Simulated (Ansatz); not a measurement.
System: WS2 (parent space group No. 194, strained and rattled), 6 atoms in the cell.

The calculation used Ansatz 0.2.0 development build, r²SCAN, plane waves, PAW datasets (generated hard set).

Cutoff 1100 eV; k-mesh 2×2×1 Γ-centred; Fermi–Dirac smearing of 0.15 eV; no spin polarisation; no spin–orbit coupling.

```
CELL_PARAMETERS angstrom
3.17029 0.02776 -0.01335
-1.56110 2.69468 0.01842
-0.05247 0.05332 12.50133
ATOMIC_POSITIONS crystal
W 0.52938 0.83617 0.19917
W 0.87141 0.51040 0.69858
S 0.54629 0.82912 0.55680
S 0.88384 0.51547 0.06370
S 0.55044 0.82689 0.81864
S 0.92719 0.49824 0.31932
```

Forces on the other atoms:

```json
{"atom": "W1", "Fx (eV/Å)": "4.072", "Fy (eV/Å)": "0.408", "Fz (eV/Å)": "-4.169"}
{"atom": "S3", "Fx (eV/Å)": "-0.665", "Fy (eV/Å)": "0.520", "Fz (eV/Å)": "2.936"}
{"atom": "S4", "Fx (eV/Å)": "-1.044", "Fy (eV/Å)": "-0.147", "Fz (eV/Å)": "1.849"}
{"atom": "S5", "Fx (eV/Å)": "-1.085", "Fy (eV/Å)": "0.547", "Fz (eV/Å)": "1.807"}
```

Task: What forces (eV/Å) act on W2 and S6, and what is the pressure?

Result: W2: (1.767, -1.063, -4.677); S6: (-3.046, -0.265, 2.255). The pressure is 3.47 GPa.

The stress includes the program's correction for the finite plane-wave basis.

The k-mesh is coarse, so these values belong to this mesh and can lie far from the converged ones. Potentials made with PBE were used with another functional.
